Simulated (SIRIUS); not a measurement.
# Au in SIRIUS: the effect of Hubbard term

Au:

```xyz
1
Lattice="-0.0418 1.9535 2.1836 2.0213 0.0838 2.0581 2.1323 1.9389 -0.0272" Properties=species:S:1:pos:R:3 pbc="T T T"
Au    0.0000    0.0000    0.0000
```

This isn't the form of Au at room conditions, which is fcc.

Alike in all runs:

```yaml
Program: SIRIUS 7.10.0
Task: single point
Functional: PBE
Potentials_or_basis: PseudoDojo 0.4.1 PBE standard (scalar relativistic)
Cutoff: 1054 eV
Density_cutoff: 4214 eV
k_mesh: 6 × 6 × 6
Occupations: fermi-dirac, width 0.05 eV
Spin: no spin polarisation
Libxc_names: "[\"XC_GGA_X_PBE\", \"XC_GGA_C_PBE\"]"
Energy_tol: 1e-08 Ha
Density_tol: 1e-06
Mixer: anderson
Mixing_beta: 0.7
Max_scf: 100
Radial_cutoff_for_the_potentials'_integrals: 6.5 bohr
```

| Hubbard term | pressure (GPa) |
| --- | --- |
| none | 10.6 |
| Au d U = 2 eV | 11.9 |
| Au d U = 4 eV | 13.4 |
| Au d U = 6 eV | 15.1 |
| Au d U = 8 eV | ? |

**Question.** What does the run with Hubbard term Au d U = 8 eV give?

**Answer.** Pressure 16.5 GPa.

Worked out: A straight line through the other rows of the pressure, of slope 0.75 GPa per eV, extrapolates to 16.5 GPa, against the run's 16.5.

Caveats: all runs use coarse meshes; U without spin polarisation on a metal has little footing (some runs); the U is typed as a test and isn't derived for this compound (some runs).
